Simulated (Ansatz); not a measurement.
ZnO: pressure and gap against volume

A database entry relaxed whole under r2SCAN (P6_3mc):

```xyz
4
Lattice="3.2353 0.0000 0.0000 -1.6176 2.8018 0.0000 0.0000 0.0000 5.2113" Properties=species:S:1:pos:R:3 pbc="T T T"
Zn    0.0000    1.8679    2.6039
Zn    1.6176    0.9339   -0.0017
O     1.6176    0.9339    1.9768
O     0.0000    1.8679    4.5825
```

The cell was scaled uniformly, its shape held, and the atoms relaxed at each volume with plane-wave PAW DFT (Ansatz 0.2.0; r2SCAN, 500 eV, 12×12×6 Γ-centred mesh, fermi-dirac occupations of width 0.020 eV; no spin, no spin-orbit coupling). One row is withheld.

```tsv
volume (Å³/atom)	energy over the lowest (meV/atom)	pressure (GPa)	gap over mesh and path (eV)
11.101	22.1	10.59	1.323
11.337	9.5	6.67	1.293
11.573	2.3	3.15	1.264
11.810	0.0	0.00	1.235
12.046	?	?	?
12.282	8.2	-5.37	1.176
12.518	17.8	-7.65	1.147
```

Question: Fit the pressures of the other rows to the third-order Birch-Murnaghan form.

Answer: With f = [(V₀/V)^(2/3) − 1]/2 and P = 3B₀f(1 + 2f)^(5/2)[1 + 3(B₀′ − 4)f/2], least squares gives V₀ = 11.81 Å³ an atom, B₀ = 149 GPa and B₀′ = 4.4; the rows miss the fit by less than 0.01 GPa. The slope of the energies differs from these pressures by less than 0.05 GPa.

Question: How does the gap move with volume?

Answer: A parabola in ln(V/V₀) through the other rows has the slope dE_g/d ln V = -1.5 eV at V₀, so by B₀ the gap moves by +10 meV a GPa at this fixed shape: it widens under pressure.

Question: What does the withheld row hold?

Answer: The fit gives -2.83 GPa at 12.046 Å³; the run gave -2.83 GPa and 2.1 meV an atom. Its gap is 1.205 eV, against 1.205 eV from the parabola.

Caveats: the shape of the cell was held, so B₀ is an upper bound where the axes differ in stiffness; 0 K, fixed nuclei; the symmetry was kept, and this need not be the phase that is stable at 0 K; one mesh for all volumes; r2SCAN gaps lie as a rule under measured ones; the slope of the gap can be off by tens of per cent, more where shallow d levels or spin-orbit coupling act on the edges; pressure is positive in compression.
